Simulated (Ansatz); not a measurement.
**K2S: a single-point run**

The task is a single-point run on K2S. The structure is shown as the input types it.

Computed with Ansatz 0.2.0 (density functional or hybrid calculation with the settings of its input, plane waves (as first typed), unless a step's input says otherwise).

3 further runs of the same task are left out: 1 for a known fault of the program, 2 that didn't finish.

### 1 The system as given

Symmetry: Fm-3m, No. 225, cubic system. The conventional cell has a = 7.405 Å, b = 7.405 Å, c = 7.405 Å, α = 90.00°, β = 90.00°, γ = 90.00°. K (site symmetry -43m) has 4 S at 3.21 Å as nearest neighbours. S (site symmetry m-3m) is surrounded by 8 K at 3.21 Å.

As a file:

```xyz
3
Lattice="0.0000 3.7027 3.7027 3.7027 0.0000 3.7027 3.7027 3.7027 0.0000" Properties=species:S:1:pos:R:3 pbc="T T T"
K     1.8514    1.8514    1.8514
K     5.5541    5.5541    5.5541
S     0.0000    0.0000    0.0000
```

### 2 The run

Contents of input.yaml:

```yaml
crystal:
  lattice:
    - [0.0, 3.7027186978, 3.7027186978]
    - [3.7027186978, 0.0, 3.7027186978]
    - [3.7027186978, 3.7027186978, 0.0]
  atoms:
    - { symbol: K, position: [0.25, 0.25, 0.25] }
    - { symbol: K, position: [0.75, 0.75, 0.75] }
    - { symbol: S, position: [0.0, 0.0, 0.0] }
kpoints:
  mp_grid: { grid: [4, 4, 4] }
hamiltonian:
  xc: hse06
scf:
  occupations: { method: fixed }
  n_extra_bands: 4
  exx: { max_outer_iter: 2 }
output:
  forces: true
  stress: true
  eigenvalues: true
```

Launch:

```bash
ansatz run input.yaml --threads 4 --pin off --max-ram 3686MiB --backend cpu --events-out ev --progress --plain --runs-dir out
```

**Question.** How will this run end, and is anything wrong with its input?

The program finished normally, with warnings (stress exchange threshold loose, stress scf threshold loose). Its log warns: «output.stress: scf.convergence.dr2_threshold = 1e-7 eV (the SCF's general default) is looser than the 3e-10 eV advised for a printed stress (1e-10 eV for each atom of the ...»

The suspect setting: scf.exx.max_outer_iter is 2. What could go wrong: too low a cap on iterations. It still converged here, which does not make the setting sound.

Run again and compare: delete scf.exx.max_outer_iter (the default then holds).
